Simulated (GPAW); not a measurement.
# Pb (P6_3/mmc) in GPAW: further runs, part 2 of 2

GPAW 26.7.0. Earlier steps stand in the parts before.

**5. Relaxation of cell and atoms, PBEsol, target pressure 10 GPa, at which the enthalpy is minimised**

Contents of run.py:

```python
from ase import Atoms
from ase.filters import FrechetCellFilter
from ase.io import write
from ase.optimize import BFGS
from ase.units import GPa
from gpaw import GPAW, PW, setup_paths

setup_paths.insert(0, '.')

atoms = Atoms(['Pb', 'Pb'],
              cell=[[3.48, 0.0, 0.0],
                    [-1.74, 3.0137684052, 0.0],
                    [0.0, 0.0, 5.59]],
              scaled_positions=[[0.6666666667, 0.3333333333, 0.75],
                                [0.3333333333, 0.6666666667, 0.25]],
              pbc=True)

calc = GPAW(mode=PW(600),
            xc='PBEsol',
            kpts={'size': (7, 7, 4), 'gamma': True},
            occupations={'name': 'fermi-dirac', 'width': 0.05},
            nbands=24,
            convergence={'density': 1e-05, 'forces': 0.0001},
            maxiter=150,
            txt='gpaw.txt')
atoms.calc = calc
opt = BFGS(FrechetCellFilter(atoms, scalar_pressure=10 * GPa), trajectory='relax.traj', logfile='-')
done = opt.run(fmax=0.02, steps=60)
calc.write('gs.gpw')
write('result.traj', atoms)
print('Converged:', done)
print('Cell:', atoms.cell.cellpar().round(4))
print('Volume:', round(atoms.get_volume(), 4))
print(atoms.get_scaled_positions().round(5))
```

Potentials or basis: PAW data sets generated in the run's folder for this functional, pw.

Started as:

```bash
gpaw-setup -f PBEsol Pb
OMP_NUM_THREADS=1 python run.py
```

gpaw.txt:

```text
__  _  _
 | _ |_)|_||  |
 |__||  | ||/\| - 26.7.0

Input parameters:
  mode=PW(ecut=600.0),
  convergence={'density': 1e-05, 'forces': 0.0001},
  kpts=MonkhorstPack(size=(7, 7, 4), gamma=True),
  maxiter=150,
  nbands=24,
  occupations=Occupations(name='fermi-dirac', width=0.05),
  xc=XC(name='PBEsol')

Diagonalizing LCAO Hamiltonian
Converting LCAO to pw mode

           Pb

        Pb

Atoms  # Å, Bohr magnetons
|   | symbol |         x |        y |        z |    initial magnetic moments |
|---|--------|-----------|----------|----------|-----------------------------|
| 0 |     Pb |  1.740000 | 1.004589 | 4.192500 | ( 0.0000,  0.0000,  0.0000) |
| 1 |     Pb | -0.000000 | 2.009179 | 1.397500 | ( 0.0000,  0.0000,  0.0000) |

Unit cell  # Å
| periodic |         x |        y |        z |  lengths |     angles |
|----------|-----------|----------|----------|----------|------------|
|      yes |  3.480000 | 0.000000 | 0.000000 | 3.480000 |  90.000000 |
|      yes | -1.740000 | 3.013768 | 0.000000 | 3.480000 |  90.000000 |
|      yes |  0.000000 | 0.000000 | 5.590000 | 5.590000 | 120.000000 |

Number of symmetries: 12
Symmetry operations  # r_c * U_cc + t_c -> r_c
|    | kind |            matrix            |
|----|------|------------------------------|
|  0 |  σ   |  1, 1, 0,  0,-1, 0,  0, 0, 1 |
|  1 |  S6  |  1, 1, 0, -1, 0, 0,  0, 0,-1 |
|  2 |  E   |  1, 0, 0,  0, 1, 0,  0, 0, 1 |
|  3 |  C2  |  1, 0, 0, -1,-1, 0,  0, 0,-1 |
|  4 |  C2  |  0, 1, 0,  1, 0, 0,  0, 0,-1 |
|  5 |  C3  |  0, 1, 0, -1,-1, 0,  0, 0, 1 |
|  6 |  S6  |  0,-1, 0,  1, 1, 0,  0, 0,-1 |
|  7 |  σ   |  0,-1, 0, -1, 0, 0,  0, 0, 1 |
|  8 |  σ   | -1, 0, 0,  1, 1, 0,  0, 0, 1 |
[... 113 lines left out ...]
SCF iterations
|iter     | |      energy | eigst |  dens |force |
|---------|-|-------------|-------|-------|------|
|iter:   1| |   -8.508305 | -0.10 |       |      |
|iter:   2| |   -8.508113 | -2.11 | -1.75 |      |
|iter:   3| |   -8.474685 | -2.45 | -1.78 |      |
|iter:   4| |   -8.473950 | -3.44 | -2.27 |      |
|iter:   5| |   -8.474052c| -4.56 | -2.70 |      |
|iter:   6| |   -8.474059c| -6.28 | -3.82 |      |
|iter:   7| |   -8.474060c| -6.71 | -4.28 |      |
|iter:   8| |   -8.474060c| -7.55c| -4.89 |      |
|iter:   9| |   -8.474060c| -7.94c| -5.24c|      |
|iter:  10| |   -8.474060c| -8.39c| -5.89c|-4.16c|

Converged in 10 steps
Energy contributions relative to reference atoms: (reference = -1134245.988521)
[... 40 lines left out ...]
No gap
No difference between direct/indirect transitions

Stress tensor  # eV/Ang^3
|         x |         y |        z |
|-----------|-----------|----------|
| -0.004901 | -0.000000 | 0.000000 |
| -0.000000 | -0.004901 | 0.000000 |
|  0.000000 |  0.000000 | 0.001277 |

Forces  # eV/Ang
|        x |       y |        z |
|----------|---------|----------|
|  0.00000 | 0.00000 |  0.00006 |  # Pb   0
| -0.00000 | 0.00000 | -0.00006 |  # Pb   1

Interpolating wave functions to new cell

           Pb
[... 201 lines left out ...]
Stress tensor  # eV/Ang^3
|         x |         y |         z |
|-----------|-----------|-----------|
| -0.018326 | -0.000000 |  0.000000 |
| -0.000000 | -0.018326 |  0.000000 |
|  0.000000 |  0.000000 | -0.011812 |

Forces  # eV/Ang
|        x |        y |        z |
|----------|----------|----------|
|  0.00000 |  0.00000 |  0.00003 |  # Pb   0
| -0.00000 | -0.00000 | -0.00003 |  # Pb   1

Interpolating wave functions to new cell

           Pb
[... 142 lines left out ...]
SCF iterations
|iter     | |      energy | eigst |  dens |force |
|---------|-|-------------|-------|-------|------|
|iter:   1| |   -9.526047 | +0.30 |       |      |
|iter:   2| |   -9.284457 | -1.72 | -1.14 |      |
|iter:   3| |   -8.184602 | -1.18 | -1.18 |      |
|iter:   4| |   -8.188456 | -2.25 | -1.88 |      |
|iter:   5| |   -8.211143 | -2.38 | -2.21 |      |
|iter:   6| |   -8.210238 | -4.16 | -2.93 |      |
|iter:   7| |   -8.210188c| -5.39 | -3.57 |      |
|iter:   8| |   -8.210188c| -7.42c| -4.51 |      |
|iter:   9| |   -8.210188c| -7.55c| -4.89 |      |
|iter:  10| |   -8.210188c| -7.67c| -5.39c|      |
|iter:  11| |   -8.210188c| -7.73c| -5.92c|-4.58c|

Converged in 11 steps
Energy contributions relative to reference atoms: (reference = -1134245.988521)
[... 43 lines left out ...]
Stress tensor  # eV/Ang^3
|         x |         y |         z |
|-----------|-----------|-----------|
| -0.073884 | -0.000000 |  0.000000 |
| -0.000000 | -0.073884 | -0.000000 |
|  0.000000 | -0.000000 | -0.068520 |

Forces  # eV/Ang
|        x |        y |        z |
|----------|----------|----------|
| -0.00000 | -0.00000 | -0.00009 |  # Pb   0
|  0.00000 |  0.00000 |  0.00009 |  # Pb   1

Interpolating wave functions to new cell

           Pb
[... 201 lines left out ...]
Stress tensor  # eV/Ang^3
|         x |         y |         z |
|-----------|-----------|-----------|
| -0.063180 | -0.000000 |  0.000000 |
| -0.000000 | -0.063180 |  0.000000 |
|  0.000000 |  0.000000 | -0.058302 |

Forces  # eV/Ang
|        x |        y |        z |
|----------|----------|----------|
| -0.00000 | -0.00000 | -0.00004 |  # Pb   0
|  0.00000 |  0.00000 |  0.00004 |  # Pb   1

Interpolating wave functions to new cell

           Pb
[... 142 lines left out ...]
SCF iterations
|iter     | |      energy | eigst |  dens |force |
|---------|-|-------------|-------|-------|------|
|iter:   1| |   -8.264898 | -2.95 |       |      |
|iter:   2| |   -8.264864 | -4.95 | -3.01 |      |
|iter:   3| |   -8.264660c| -5.01 | -3.04 |      |
|iter:   4| |   -8.264660c| -6.03 | -3.70 |      |
|iter:   5| |   -8.264663c| -6.38 | -4.05 |      |
|iter:   6| |   -8.264663c| -7.55c| -4.82 |      |
|iter:   7| |   -8.264663c| -7.82c| -5.53c|      |
|iter:   8| |   -8.264663c| -8.53c| -6.00c|-3.81 |
|iter:   9| |   -8.264663c| -8.97c| -6.39c|-3.96 |
|iter:  10| |   -8.264663c| -9.31c| -6.91c|-4.36c|

Converged in 10 steps
Energy contributions relative to reference atoms: (reference = -1134245.988521)
[... 43 lines left out ...]
Stress tensor  # eV/Ang^3
|         x |         y |         z |
|-----------|-----------|-----------|
| -0.063745 | -0.000000 |  0.000000 |
| -0.000000 | -0.063745 |  0.000000 |
|  0.000000 |  0.000000 | -0.059606 |

Forces  # eV/Ang
|       x |       y |        z |
|---------|---------|----------|
| 0.00000 | 0.00000 | -0.00002 |  # Pb   0
| 0.00000 | 0.00000 |  0.00002 |  # Pb   1

Interpolating wave functions to new cell

           Pb
[... 201 lines left out ...]
Stress tensor  # eV/Ang^3
|         x |         y |         z |
|-----------|-----------|-----------|
| -0.063755 | -0.000000 |  0.000000 |
| -0.000000 | -0.063755 |  0.000000 |
|  0.000000 |  0.000000 | -0.062050 |

Forces  # eV/Ang
|        x |        y |        z |
|----------|----------|----------|
| -0.00000 |  0.00000 | -0.00001 |  # Pb   0
|  0.00000 | -0.00000 |  0.00001 |  # Pb   1

Interpolating wave functions to new cell

           Pb
[... 142 lines left out ...]
SCF iterations
|iter     | |      energy | eigst |  dens |force |
|---------|-|-------------|-------|-------|------|
|iter:   1| |   -8.262401 | -2.92 |       |      |
|iter:   2| |   -8.262387 | -5.07 | -2.99 |      |
|iter:   3| |   -8.262242c| -5.14 | -3.02 |      |
|iter:   4| |   -8.262239c| -6.41 | -3.74 |      |
|iter:   5| |   -8.262239c| -7.23 | -4.23 |      |
|iter:   6| |   -8.262239c| -7.53c| -4.73 |      |
|iter:   7| |   -8.262239c| -8.04c| -5.72c|      |
|iter:   8| |   -8.262239c| -8.76c| -6.04c|-3.48 |
|iter:   9| |   -8.262239c| -9.04c| -6.29c|-3.82 |
|iter:  10| |   -8.262239c| -9.30c| -6.98c|-4.71c|

Converged in 10 steps
Energy contributions relative to reference atoms: (reference = -1134245.988521)
[... 43 lines left out ...]
Stress tensor  # eV/Ang^3
|         x |         y |         z |
|-----------|-----------|-----------|
| -0.062997 | -0.000000 |  0.000000 |
| -0.000000 | -0.062997 |  0.000000 |
|  0.000000 |  0.000000 | -0.062665 |

Forces  # eV/Ang
|       x |       y |        z |
|---------|---------|----------|
| 0.00000 | 0.00000 |  0.00001 |  # Pb   0
| 0.00000 | 0.00000 | -0.00001 |  # Pb   1

# Writing to gs.gpw (mode='')
```

It took 46 s on 1 thread of AMD EPYC 9R45 (Zen 5), shared host; peak memory 0.28 GiB.

Results:

- Free energy: -8.2645 eV
- Relaxed volume: 25.64 Å³/atom
- Relaxed cell: a = 3.342 Å, b = 3.342 Å, c = 5.303 Å, α = 90.00°, β = 90.00°, γ = 120.00°
- Space group after relaxing (to 0.05 Å): P6_3/mmc (No. 194)
- Energy change on relaxing (the enthalpy is what falls): +105.9 meV/atom
- Ionic steps: 7
- Pressure after relaxing: 10.1 GPa
- Band gap on the k mesh: none (metal or under the smearing width)

The path:
| step | energy change (eV) | largest force (eV/Å) | pressure (GPa) | volume (Å³) |
| --- | --- | --- | --- | --- |
| 1 | 0.0000 | 0.0001 | 0.46 | 58.63 |
| 2 | 0.0193 | 0.0000 | 2.59 | 56.47 |
| 3 | 0.2639 | 0.0001 | 11.55 | 50.52 |
| 4 | 0.2051 | 0.0000 | 9.86 | 51.40 |
| 5 | 0.2094 | 0.0000 | 9.99 | 51.33 |
| 6 | 0.2135 | 0.0000 | 10.12 | 51.25 |
| 7 | 0.2118 | 0.0000 | 10.08 | 51.28 |

Final structure:
```
Pb
1.0
     3.34157    0.00000    0.00000
    -1.67078    2.89388    0.00000
     0.00000    0.00000    5.30297
Pb
2
Cartesian
  1.6708 0.9646 3.9772
  0.0000 1.9293 1.3257
```

Levels at points of the mesh, in eV from the Fermi level:
| k point | band 10 | band 11 | band 12 | band 13 | band 14 | band 15 | band 16 | band 17 | band 18 | band 19 |
| --- | --- | --- | --- | --- | --- | --- | --- | --- | --- | --- |
| (0.00, 0.00, 0.00) | -16.82 | -13.04 | -7.98 | -5.11 | 6.08 | 6.08 | 8.34 | 8.34 | 9.12 | 9.34 |
| (0.00, 0.00, 0.50) | -16.91 | -11.53 | -11.53 | 1.41 | 1.41 | 7.16 | 7.16 | 7.16 | 7.16 | 9.29 |

Caveat: later steps reuse the first step's grids. Spin-orbit coupling is left out, which matters for the levels of Pb.

**6. Summary**

```csv
cell,target pressure,gap on the mesh (eV),pressure (GPa)
relaxed,-,none,0.0
relaxed to 2 GPa,2 GPa,none,2.0
relaxed to 5 GPa,5 GPa,none,5.0
relaxed to 10 GPa,10 GPa,none,10.1
```

Alike in all rows: task relaxation of cell and atoms; level PBEsol; potentials or basis PAW data sets generated in the run's folder for this functional, pw; no spin polarisation; k mesh 7 × 7 × 4; cutoff (eV) 600; smearing fermi-dirac 0.05 eV.

Caveats: later steps reuse the first step's grids.

Total energies depend on the potentials used, so only differences within one code and one set of settings carry meaning.
